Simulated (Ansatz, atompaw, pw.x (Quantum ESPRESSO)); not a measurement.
**Equation-of-state test of one PAW (atompaw) potential (nickel)**

Ni (Z = 28), PAW, made with atompaw 4.2.0.5 (PBE, scalar-relativistic). Core [Ne], reference 3s2 3p6 3d8 4s2 4p0. Waves: 3s (bound): rc 1.05 bohr; 4s (bound): rc 1.30 bohr; 3p (bound): rc 1.30 bohr; 4p (bound, empty): rc 1.30 bohr; 3d (bound): rc 1.45 bohr; 3d channel at 0.45 Ry: rc 1.45 bohr. Local part: bessel scheme, radius 1.35 bohr. Core correction: smooth core density matched at 1.35 bohr. Augmentation charge: gaussian compensation charge, radius 1.15 bohr; PAW radius 1.45 bohr; waves and projectors: custom rrkj gramschmidtortho.

Atomic tests: cutoffs needed: 70 Ry and 120 Ry (the cutoffs (Ry, on a coarse ladder) from which the occupation-weighted sum of valence levels, in a spherical-Bessel basis at the reference potential, stays within 10 and 1 mRy of its value at 400 Ry); ghost test: no extra level below or beside the all-electron valence levels (s, p, d, f tested) (spherical-Bessel basis up to 400 Ry, 20 bohr box); lowest eigenvalue of the overlap operator: 0.10 (s channel).

Crystal test: bcc Ni in pw.x 7.5, no spin, 16³ k-points, Fermi–Dirac smearing 0.01 Ry, cutoffs 145/900 Ry. The reference is all-electron LAPW (Ansatz 0.2.0) with the same functional, mesh and smearing; V0 and B0 come from Birch–Murnaghan fits to the pressures at five volumes. Errors are pseudo minus all-electron; Δ is the rms difference of the E(V) curves that follow from these fits, minima aligned, over ±6 % about the mean V0. Mesh and smearing are coarse, so the numbers serve the comparison and aren't converged zero-temperature values; the lattice is a test structure that the element need not adopt. Spin polarisation and strong correlation are left out, which matters for this element.

| V (Å³/atom) | P all-electron (GPa) | P pseudo (GPa) |
| --- | --- | --- |
| 10.434 | 10.64 | 10.88 |
| 10.708 | 4.67 | 4.88 |
| 10.983 | -0.48 | -0.28 |
| 11.258 | -4.92 | -4.74 |
| 11.532 | -8.74 | -8.58 |

All-electron: a0 = 2.798 Å (V0 = 10.96 Å³/atom), B0 = 193.3 GPa.

Pseudopotential: mean pressure error (GPa): +0.20; a0 (Å): 2.799; a0 error (%): +0.03; B0 error (%): -0.1; Δ (meV/atom): 0.5.

At the middle volume, how do free energy and pressure move when the wave cutoff is lowered (ecutrho held at 900 Ry)?

```json
{"cutoff (Ry)": "65", "shift of F (meV/atom)": "+244.9", "shift of P (GPa)": "-11.18"}
{"cutoff (Ry)": "87", "shift of F (meV/atom)": "+31.6", "shift of P (GPa)": "-1.02"}
{"cutoff (Ry)": "116", "shift of F (meV/atom)": "+8.8", "shift of P (GPa)": "-0.76"}
```

The run at the middle volume (145 k-points, 10 iterations) took about 51 s on one core of a shared host (Intel(R) Xeon(R) 6975P-C, 192 threads, 1512 GiB, load 74).
